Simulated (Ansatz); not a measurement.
# CaF2: relaxation and properties

The task here is to estimate one member of a computed series from the others.

Computed with Ansatz 0.2.0 (DFT PBE, scalar-relativistic, plane waves, PAW, unless a step's input says otherwise).

### Starting point

It takes space group Fm-3m (No. 225, cubic). Conventional cell: a = 5.462 Å, b = 5.462 Å, c = 5.462 Å, α = 90.00°, β = 90.00°, γ = 90.00°. Around Ca (site symmetry m-3m) lie 8 F at 2.37 Å. F (site symmetry -43m) has 4 Ca at 2.37 Å as nearest neighbours.

Structure file:

```
CELL_PARAMETERS angstrom
0.00000 2.73100 2.73100
2.73100 0.00000 2.73100
2.73100 2.73100 0.00000
ATOMIC_POSITIONS crystal
Ca 0.00000 0.00000 0.00000
F 0.25000 0.25000 0.25000
F 0.75000 0.75000 0.75000
```

Source of the structure: the Crystallography Open Database.

The first run:

(A quick probe on a coarse mesh, which set the mesh and smearing, is not shown.)

File input.yaml:

```yaml
crystal:
  lattice:
    - [0.0, 2.731, 2.731]
    - [2.731, 0.0, 2.731]
    - [2.731, 2.731, 0.0]
  atoms:
    - { symbol: Ca, position: [0.0, 0.0, 0.0] }
    - { symbol: F, position: [0.25, 0.25, 0.25] }
    - { symbol: F, position: [0.75, 0.75, 0.75] }
basis:
  ecutwfc: 420
kpoints:
  mp_grid: { grid: [8, 8, 8] }
hamiltonian:
  xc: pbe
scf:
  occupations: { method: gaussian, width: 0.02 }
output:
  forces: true
  stress: true
  eigenvalues: true
  write_density: true
  write_potential: true
  elf: true
  volumetric_format: npy
relax:
  adjacent_minimum: "off"
  f_tol: 0.005
  max_steps: 80
  cell: { stress_tol: 0.05 }
```

Started as:

```bash
> ansatz run input.yaml --threads 1 --pin off --max-ram 2560MiB --backend cpu --events-out ev --progress --plain --runs-dir out
```

Among the steps run: Relaxing cell and atoms; Static run: bands, density of states and charges; Seeking the band edges over the whole zone; Levels beside the edges; The cell scaled to 0.97 of its volume; Point at V/V0 = 1.03; Point at V/V0 = 0.94; Point at V/V0 = 1.06.

One table of the session follows, with a row left open; its other results are not shown here.

It belongs to the step «Equation of state». 

| volume (Å³/atom) | energy above the lowest point (meV/atom) | pressure (GPa) | gap on the mesh (eV) |
| --- | --- | --- | --- |
| 13.107 | 13.8 | 5.54 | 7.51 |
| 13.525 | 3.2 | 2.55 | 7.32 |
| 13.944 | 0.0 | 0.02 | 7.14 |
| 14.362 | ? | ? | ? |
| 14.780 | 10.8 | -3.95 | 6.81 |

Q: Estimate the row for volume (Å³/atom) = 14.362 from the others.

Worked estimate for «energy above the lowest point (meV/atom)». A straight line through the neighbours (13.944, 0.0) and (14.780, 10.8) gives 0.0 + (10.8 − 0.0) × (14.362 − 13.944) / (14.780 − 13.944) = 5.4; a parabola fitted to 3 rows on both sides gives 2.5.

**Answer.** energy above the lowest point (meV/atom): 2.8; pressure (GPa): -2.13; gap on the mesh (eV): 6.97. In «energy above the lowest point (meV/atom)» the line misses by +2.6 and the parabola by -0.3.
